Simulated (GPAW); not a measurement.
# ZnSe (Stilleite) (F-43m) in GPAW: settings compared, part 3 of 3

GPAW 26.7.0.

### Step 6. Band structure, BLYP, spin-orbit coupling, no magnetisation

run.py

```python
import numpy as np
import spglib
from ase import Atoms
from ase.dft.bandgap import bandgap
from ase.io import read, write
from ase.units import GPa
from gpaw import GPAW, PW, setup_paths
from gpaw.spinorbit import soc_eigenstates

setup_paths.insert(0, '.')

atoms = read('ZnSe.cif')
cell, positions, numbers = spglib.find_primitive(
    (atoms.cell[:], atoms.get_scaled_positions(), atoms.numbers), symprec=1e-4)
atoms = Atoms(numbers, cell=cell, scaled_positions=positions, pbc=True)

calc = GPAW(mode=PW(600),
            xc='BLYP',
            kpts={'size': (7, 7, 7), 'gamma': True},
            occupations={'name': 'fermi-dirac', 'width': 0.05},
            nbands=18,
            convergence={'density': 1e-05, 'energy': 1e-05},
            eigensolver='davidson',
            maxiter=150,
            txt='gpaw.txt')
atoms.calc = calc
energy = atoms.get_potential_energy()
forces = atoms.get_forces()
stress = atoms.get_stress()
calc.write('gs.gpw')
write('result.traj', atoms)
print(f'Energy: {energy:.6f} eV')
print('Forces (eV/A):')
print(forces.round(4))
print('Stress (GPa):', (stress / GPa).round(3))
print('Fermi level:', round(calc.get_fermi_level(), 4), 'eV')
print(f'Gap: {bandgap(calc)[0]:.4f} eV, direct: {bandgap(calc, direct=True)[0]:.4f} eV')

path = atoms.cell.bandpath('GXWKGLUWLK,UX', npoints=60, eps=1e-4)
bs_calc = calc.fixed_density(kpts=path, symmetry='off', nbands=29,
                             convergence={'bands': 'CBM+6.0', 'eigenstates': 1e-6}, txt='bands.txt')
bs = bs_calc.band_structure()
bs.write('bs.json')
print(f'Gap on the path: {bandgap(bs_calc)[0]:.4f} eV')

soc = soc_eigenstates(bs_calc, theta=54.7, phi=45)
np.savetxt('soc_bands.dat', soc.eigenvalues(), fmt='%.4f')
mesh = soc_eigenstates('gs.gpw', theta=54.7, phi=45)
np.savetxt('soc_mesh.dat', mesh.eigenvalues(), fmt='%.4f')
print('Fermi level with spin-orbit coupling:', round(mesh.fermi_level, 4), 'eV')
```

ZnSe.cif

```cif
data_ZnSe
_cell_length_a 5.66760000
_cell_length_b 5.66760000
_cell_length_c 5.66760000
_cell_angle_alpha 90.00000000
_cell_angle_beta 90.00000000
_cell_angle_gamma 90.00000000
_space_group_name_H-M_alt 'F-43m'
_space_group_name_Hall 'F -4 2 3'
_space_group_IT_number 216
loop_
_space_group_symop_operation_xyz
'x,y,z'
'y,-x,-z'
'-x,-y,z'
'-y,x,-z'
'x,-y,-z'
'y,x,z'
'-x,y,-z'
'-y,-x,z'
'z,x,y'
'-z,y,-x'
'z,-x,-y'
'-z,-y,x'
'-z,x,-y'
'z,y,x'
'-z,-x,y'
'z,-y,-x'
'y,z,x'
'-x,-z,y'
'-y,z,-x'
'x,-z,-y'
'-y,-z,x'
'x,z,y'
'y,-z,-x'
'-x,z,-y'
'x,y+1/2,z+1/2'
'y,-x+1/2,-z+1/2'
'-x,-y+1/2,z+1/2'
'-y,x+1/2,-z+1/2'
'x,-y+1/2,-z+1/2'
'y,x+1/2,z+1/2'
'-x,y+1/2,-z+1/2'
'-y,-x+1/2,z+1/2'
'z,x+1/2,y+1/2'
'-z,y+1/2,-x+1/2'
'z,-x+1/2,-y+1/2'
'-z,-y+1/2,x+1/2'
'-z,x+1/2,-y+1/2'
'z,y+1/2,x+1/2'
'-z,-x+1/2,y+1/2'
'z,-y+1/2,-x+1/2'
'y,z+1/2,x+1/2'
'-x,-z+1/2,y+1/2'
'-y,z+1/2,-x+1/2'
'x,-z+1/2,-y+1/2'
'-y,-z+1/2,x+1/2'
'x,z+1/2,y+1/2'
'y,-z+1/2,-x+1/2'
'-x,z+1/2,-y+1/2'
'x+1/2,y,z+1/2'
'y+1/2,-x,-z+1/2'
'-x+1/2,-y,z+1/2'
'-y+1/2,x,-z+1/2'
'x+1/2,-y,-z+1/2'
'y+1/2,x,z+1/2'
'-x+1/2,y,-z+1/2'
'-y+1/2,-x,z+1/2'
'z+1/2,x,y+1/2'
'-z+1/2,y,-x+1/2'
'z+1/2,-x,-y+1/2'
'-z+1/2,-y,x+1/2'
'-z+1/2,x,-y+1/2'
'z+1/2,y,x+1/2'
'-z+1/2,-x,y+1/2'
'z+1/2,-y,-x+1/2'
'y+1/2,z,x+1/2'
'-x+1/2,-z,y+1/2'
'-y+1/2,z,-x+1/2'
'x+1/2,-z,-y+1/2'
'-y+1/2,-z,x+1/2'
'x+1/2,z,y+1/2'
'y+1/2,-z,-x+1/2'
'-x+1/2,z,-y+1/2'
'x+1/2,y+1/2,z'
'y+1/2,-x+1/2,-z'
'-x+1/2,-y+1/2,z'
'-y+1/2,x+1/2,-z'
'x+1/2,-y+1/2,-z'
'y+1/2,x+1/2,z'
'-x+1/2,y+1/2,-z'
'-y+1/2,-x+1/2,z'
'z+1/2,x+1/2,y'
'-z+1/2,y+1/2,-x'
'z+1/2,-x+1/2,-y'
'-z+1/2,-y+1/2,x'
'-z+1/2,x+1/2,-y'
'z+1/2,y+1/2,x'
'-z+1/2,-x+1/2,y'
'z+1/2,-y+1/2,-x'
'y+1/2,z+1/2,x'
'-x+1/2,-z+1/2,y'
'-y+1/2,z+1/2,-x'
'x+1/2,-z+1/2,-y'
'-y+1/2,-z+1/2,x'
'x+1/2,z+1/2,y'
'y+1/2,-z+1/2,-x'
'-x+1/2,z+1/2,-y'
loop_
_atom_site_label
_atom_site_type_symbol
_atom_site_symmetry_multiplicity
_atom_site_Wyckoff_symbol
_atom_site_fract_x
_atom_site_fract_y
_atom_site_fract_z
_atom_site_occupancy
Se1 Se 4 c 0.2500000000 0.2500000000 0.2500000000 1
Zn1 Zn 4 a 0.0000000000 0.0000000000 0.0000000000 1
```

Potentials or basis: PAW data sets generated in the run's folder for this functional, pw.

Launch:

```bash
$ gpaw-setup -f BLYP Se Zn
$ OMP_NUM_THREADS=1 python run.py
```

gpaw.txt:

```text
__  _  _
 | _ |_)|_||  |
 |__||  | ||/\| - 26.7.0

Input parameters:
  mode=PW(ecut=600.0),
  convergence={'density': 1e-05, 'energy': 1e-05},
  eigensolver=Davidson(niter=2),
  kpts=MonkhorstPack(size=(7, 7, 7), gamma=True),
  maxiter=150,
  nbands=18,
  occupations=Occupations(name='fermi-dirac', width=0.05),
  xc=XC(name='BLYP')

Diagonalizing LCAO Hamiltonian
Converting LCAO to pw mode

           Se

       Zn

Atoms  # Å, Bohr magnetons
|   | symbol |        x |        y |        z |    initial magnetic moments |
|---|--------|----------|----------|----------|-----------------------------|
| 0 |     Se | 1.416900 | 1.416900 | 1.416900 | ( 0.0000,  0.0000,  0.0000) |
| 1 |     Zn | 0.000000 | 0.000000 | 0.000000 | ( 0.0000,  0.0000,  0.0000) |

Unit cell  # Å
| periodic |        x |        y |        z |  lengths |    angles |
|----------|----------|----------|----------|----------|-----------|
|      yes | 0.000000 | 2.833800 | 2.833800 | 4.007598 | 60.000000 |
|      yes | 2.833800 | 0.000000 | 2.833800 | 4.007598 | 60.000000 |
|      yes | 2.833800 | 2.833800 | 0.000000 | 4.007598 | 60.000000 |
[... 177 lines left out ...]

Energy contributions:
  Kinetic:          20.289046
  Coulomb:         -17.606876
  Zero:             -0.001071
  External:          0.000000
  Xc:               -7.645125
  Entropy:          -0.000000
  Spinorbit:         0.000000
  ----------------------------
  Free energy:      -4.964026
  Extrapolated:     -4.964026

dipole moment: (-14.391492, -14.391492, -14.391492)  # |e|*Ang

Fermi level: 4.905
Eigenvalues  # (at kpt = [0.000, 0.000, 0.000])
| band index |      eig [eV] | occ [0-2] |
|------------|---------------|-----------|
|          0 |        -9.032 |     2.000 |
|          1 |        -2.345 |     2.000 |
|          2 |        -2.345 |     2.000 |
|          3 |        -2.345 |     2.000 |
|          4 |        -1.980 |     2.000 |
|          5 |        -1.980 |     2.000 |
[... 10 lines left out ...]
|         16 |        17.492 |     0.000 |
|         17 |        17.492 |     0.000 |

Gap: 1.247 eV
Transition (v -> c):
  (s=0, k=0, n=8, [0.00, 0.00, 0.00]) -> (s=0, k=0, n=9, [0.00, 0.00, 0.00])
No difference between direct/indirect transitions

Forces  # eV/Ang
|       x |       y |        z |
|---------|---------|----------|
| 0.00000 | 0.00000 | -0.00000 |  # Se   0
| 0.00000 | 0.00000 |  0.00000 |  # Zn   1

Stress tensor  # eV/Ang^3
|         x |         y |         z |
|-----------|-----------|-----------|
| -0.031673 |  0.000000 |  0.000000 |
|  0.000000 | -0.031673 |  0.000000 |
|  0.000000 |  0.000000 | -0.031673 |

# Writing to gs.gpw (mode='')
```

stdout:

```text
Energy: -4.964026 eV
Forces (eV/A):
[[ 0.  0. -0.]
 [ 0.  0.  0.]]
Stress (GPa): [-5.075 -5.075 -5.075  0.     0.     0.   ]
Fermi level: 4.9053 eV
Gap: 1.2472 eV, direct: 1.2472 eV
Gap on the path: 1.2472 eV
Fermi level with spin-orbit coupling: 4.9624 eV
```

Wall time 64 s (1 thread of Arm Neoverse V1, shared host); peak memory 0.26 GiB.

Results:

```yaml
Free_energy: -4.9640 eV
Pressure: 5.1 GPa
Band_gap_on_the_k_mesh: 1.11 eV, direct
Band_gap_along_the_path: 1.11 eV, direct
```

Levels at the corners of the path, in eV from the valence-band top:
| point | band 14 | band 15 | band 16 | band 17 | band 18 | band 19 | band 20 | band 21 | band 22 | band 23 |
| --- | --- | --- | --- | --- | --- | --- | --- | --- | --- | --- |
| Γ | -0.41 | 0.00 | 0.00 | 0.00 | 0.00 | 1.11 | 1.11 | 5.62 | 5.62 | 5.78 |
| X | -4.89 | -2.38 | -2.38 | -2.20 | -2.20 | 3.01 | 3.01 | 3.36 | 3.36 | 10.60 |
| W | -4.77 | -2.97 | -2.78 | -2.73 | -2.71 | 5.22 | 5.43 | 5.49 | 5.53 | 6.85 |
| K | -4.79 | -3.23 | -3.11 | -1.90 | -1.90 | 3.53 | 3.54 | 5.44 | 5.55 | 9.00 |
| Γ | -0.41 | 0.00 | 0.00 | 0.00 | 0.00 | 1.11 | 1.11 | 5.62 | 5.62 | 5.78 |
| L | -5.32 | -1.12 | -1.12 | -0.87 | -0.87 | 2.40 | 2.40 | 6.30 | 6.30 | 6.37 |
| U | -4.79 | -3.23 | -3.11 | -1.90 | -1.90 | 3.53 | 3.54 | 5.44 | 5.55 | 9.00 |
| W | -4.77 | -2.97 | -2.78 | -2.73 | -2.71 | 5.22 | 5.43 | 5.49 | 5.53 | 6.85 |
| L | -5.32 | -1.12 | -1.12 | -0.87 | -0.87 | 2.40 | 2.40 | 6.30 | 6.30 | 6.37 |
| K | -4.79 | -3.23 | -3.11 | -1.90 | -1.90 | 3.53 | 3.54 | 5.44 | 5.55 | 9.00 |
| U | -4.79 | -3.23 | -3.11 | -1.90 | -1.90 | 3.53 | 3.54 | 5.44 | 5.55 | 9.00 |
| X | -4.89 | -2.38 | -2.38 | -2.20 | -2.20 | 3.01 | 3.01 | 3.36 | 3.36 | 10.60 |

Caveat: spin-orbit coupling was added after a scalar SCF, so levels and gaps hold it while energy, forces, pressure and moments don't; this program's spin-orbit splittings come out too wide for heavy elements.

### Step 7. Overview

```tsv
task	level	potentials or basis	spin	band path	band points	spin axis theta (degrees)	spin axis phi (degrees)	soc after scf	gap on the mesh (eV)	pressure (GPa)
equation of state	mBEEF	GPAW PAW data sets (gpaw-data 1.2.1), pw	off	-	-	-	-	-	-	-
band structure	vdW-DF2	GPAW PAW data sets (gpaw-data 1.2.1), pw	SOC, no magnetisation	GXWKGLUWLK,UX	60	0	0	second variation	1.04	-
equation of state	r2SCAN+D4	GPAW PAW data sets (gpaw-data 1.2.1), pw	off	-	-	-	-	-	-	-
band structure	PBEsol	PAW data sets generated in the run's folder for this functional, pw	SOC, no magnetisation	GXWKGLUWLK,UX	60	90	0	second variation	1.04	-1.1
band structure	BLYP	PAW data sets generated in the run's folder for this functional, pw	SOC, no magnetisation	GXWKGLUWLK,UX	60	54.7	45	second variation	1.11	5.1
```

Alike in all rows: cell as given; k mesh 7 × 7 × 7; cutoff (eV) 600; smearing fermi-dirac 0.05 eV.

Caveats: the PAW data sets were made with another functional, which shifts forces and pressure a little (some runs); spin-orbit coupling was added after a scalar SCF, so levels and gaps hold it while energy, forces, pressure and moments don't (some runs); this program's spin-orbit splittings come out too wide for heavy elements (some runs); the points scatter about the fit (some runs).

Total energies depend on the potentials used, so only differences within one code and one set of settings carry meaning.

### Step 8. How close it comes

Step 3. Measured gap of ZnSe: 2.695 eV (an exciton energy, a little under the gap; 300 K; “Alloy Disordering Effects on the Thermal Conductivity and Energy Gap Temperature Dependence of Cd1−xZnxSe Ternary Crystals Grown by the Bridgman Method”, 2023, pmc:10253836). This calculation gives 1.04 eV (-1.65 eV). So large a miss can be the level of theory's own, or it may mean another phase, state or a wrong row. The value is that of vdW-DF2, without temperature or zero-point motion.

Step 5. Measured gap of ZnSe: 2.695 eV (an exciton energy, a little under the gap; 300 K; “Alloy Disordering Effects on the Thermal Conductivity and Energy Gap Temperature Dependence of Cd1−xZnxSe Ternary Crystals Grown by the Bridgman Method”, 2023, pmc:10253836). This calculation gives 1.04 eV (-1.65 eV). So large a miss can be the level of theory's own, or it may mean another phase, state or a wrong row. The value is that of PBEsol, without temperature or zero-point motion. Semilocal functionals fall short of measured gaps as a rule.

Step 6. Against the measured gap of ZnSe, 2.695 eV (an exciton energy, a little under the gap; 300 K; “Alloy Disordering Effects on the Thermal Conductivity and Energy Gap Temperature Dependence of Cd1−xZnxSe Ternary Crystals Grown by the Bridgman Method”, 2023, pmc:10253836), the calculated 1.11 eV is off by -1.58 eV. So large a miss can be the level of theory's own, or it may mean another phase, state or a wrong row. The value is that of BLYP, without temperature or zero-point motion. Semilocal functionals fall short of measured gaps as a rule.
